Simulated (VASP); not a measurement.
Set up this calculation in VASP 6.6.1, as the native input.

- Task: band structure
- Functional: rSCAN
- Dispersion: D4
- Potentials or basis: VASP PAW PBE potentials, release 64 (Na_sv_GW)
- Cutoff: 600 eV
- k mesh: 10 × 10 × 10
- Occupations: methfessel-paxton, width 0.1 eV
- Spin: no spin polarisation
- Further INCAR settings: ALGO = Normal; EDIFF = 1e-06; NBANDS = 10

The structure of Na lies in POSCAR:

```
Na
1.0
   -1.8882910800      1.8882910800      2.6372766800
    1.8882910800     -1.8882910800      2.6372766800
    1.8882910800      1.8882910800     -2.6372766800
Na
1
Cartesian
    0.0000000000      0.0000000000      0.0000000000
```

This isn't the form of Na at room conditions, which is bcc.

The input as run:

INCAR

```
SYSTEM = Na
PREC = Accurate
ENCUT = 600
EDIFF = 1E-6
ISMEAR = 1
SIGMA = 0.1
LREAL = .FALSE.
LASPH = .TRUE.
NELM = 80
ALGO = Normal
ISIF = 2
LWAVE = .FALSE.
LCHARG = .FALSE.
METAGGA = RSCAN
LMIXTAU = .TRUE.
IVDW = 13
VDW_S6 = 1.0
VDW_S8 = 0.87728975
VDW_A1 = 0.49116966
VDW_A2 = 5.75859346
NBANDS = 10
```

KPOINTS

```
Automatic mesh
0
G
  10 10 10
  0 0 0
```

KPOINTS_OPT

```
path GXYSGZS1NPY1Z,XP
15
line-mode
reciprocal
 0.0000000000  0.0000000000  0.0000000000  G
 0.0000000000  0.0000000000  0.5000000000  X

 0.0000000000  0.0000000000  0.5000000000  X
-0.2563282653  0.2563282653  0.5000000000  Y

-0.2563282653  0.2563282653  0.5000000000  Y
-0.3781641326  0.3781641326  0.3781641326  S

-0.3781641326  0.3781641326  0.3781641326  S
 0.0000000000  0.0000000000  0.0000000000  G

 0.0000000000  0.0000000000  0.0000000000  G
 0.5000000000  0.5000000000 -0.5000000000  Z

 0.5000000000  0.5000000000 -0.5000000000  Z
 0.3781641326  0.6218358674 -0.3781641326  S1

 0.3781641326  0.6218358674 -0.3781641326  S1
 0.0000000000  0.5000000000  0.0000000000  N

 0.0000000000  0.5000000000  0.0000000000  N
 0.2500000000  0.2500000000  0.2500000000  P

 0.2500000000  0.2500000000  0.2500000000  P
 0.5000000000  0.5000000000 -0.2563282653  Y1

 0.5000000000  0.5000000000 -0.2563282653  Y1
 0.5000000000  0.5000000000 -0.5000000000  Z

 0.0000000000  0.0000000000  0.5000000000  X
 0.2500000000  0.2500000000  0.2500000000  P
```

Potentials or basis: VASP PAW PBE potentials, release 64 (Na_sv_GW).

Run with:

```sh
$ cat potpaw_PBE.64/Na_sv_GW/POTCAR > POTCAR
$ mpirun -np 1 vasp_std > vasp.out
```

Results of the run:

* Pressure: -0.5 GPa
* Band gap along the path: none (metal or under the smearing width)
* Dispersion energy per atom: -0.006 eV

Caveat: the PAW data sets were made with another functional, which shifts forces and pressure a little; pairwise dispersion overbinds metals, which lowers pressure and volume.

Wall time 4.8 min on 1 thread of Intel(R) Xeon(R) Platinum 8375C CPU @ 2.90GHz (Ice Lake), with other jobs on the host, peak memory 0.23 GiB.
